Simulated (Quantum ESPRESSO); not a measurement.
Crystal: PbSe (Clausthalite).

```
CELL_PARAMETERS angstrom
0.00000 3.06065 3.06065
3.06065 0.00000 3.06065
3.06065 3.06065 0.00000
ATOMIC_POSITIONS crystal
Pb 0.00000 0.00000 0.00000
Se 0.50000 0.50000 0.50000
```

Base run:

* Program: Quantum ESPRESSO 7.5
* Functional: PBE
* Potentials or basis: SG15 PBE 1.2
* Cutoff: 952 eV
* Density cutoff: 3810 eV
* k mesh: 8 × 8 × 8
* Occupations: fermi-dirac, width 0.05 eV
* Spin: no spin polarisation

Its results: band gap on the k mesh 0.28 eV, direct; pressure 2.4 GPa.

Question: After a change of settings the same cell gave: band gap on the k mesh 0.19 eV, direct; pressure 0.3 GPa. Which change was it?
A. functional from PBE to LDA
B. functional from PBE to rev-vdW-DF2
C. functional from PBE to AM05
D. functional from PBE to r2SCAN; k mesh from 8 × 8 × 8 to 6 × 6 × 6

Answer: C.

AM05 binds more tightly than PBE, so the same cell stands under less pressure.

Caveats: spin-orbit coupling is left out, which as a rule narrows the gap of such compounds by several tenths of an eV; the potentials were made for another functional, which shifts forces and pressure (some runs).
